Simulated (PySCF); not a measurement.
# First-order multiplets

Atoms are numbered as in `[CH3:1][CH2:2][CH:3]=[O:4]` (H(Xn): hydrogen on atom n).

[PySCF 2.14: B3LYP/pcJ-1 coupling constants (without the spin–dipole term); GFN2-xTB geometry; shieldings: GIAO PBE0/pcSseg-1; gas phase; no relativistic terms; equivalent nuclei averaged; a single conformation]

Scale: ¹H (σref 31.72) against TMS (reference shieldings calculated alike).

Spectrometer: 400 MHz for ¹H. First-order analysis; couplings under 1 Hz (under 4 Hz in carbon signals) are ignored, and nearly equal couplings are merged; the smaller ones broaden or split the lines further.

**Question.** What pattern does H(C1) show (¹H)?

**Answer.** A triplet at δ 1.08: 7.3 Hz to H(C2) (2 × ¹H, 3 bonds away). Lines in Hz from the centre (relative intensity): +7.3 (1), +0.0 (2), -7.3 (1). The outer lines are 14.6 Hz apart, the sum of the couplings kept, or 0.036 ppm at this field.

**Question.** What pattern does H(C2) show (¹H)?

**Answer.** A quartet at δ 2.43: 7.3 Hz to H(C1) (3 × ¹H, 3 bonds away). Lines in Hz from the centre (relative intensity): +10.9 (1), +3.6 (3), -3.6 (3), -10.9 (1). The outer lines are 21.9 Hz apart, the sum of the couplings kept, or 0.055 ppm at this field.

Unscaled 3J(H,H) at this level run about 10 % above measured values. Couplings across =CH–CH2 type bonds come from one rotamer and its mirror image, and can be 1–2 Hz further off.
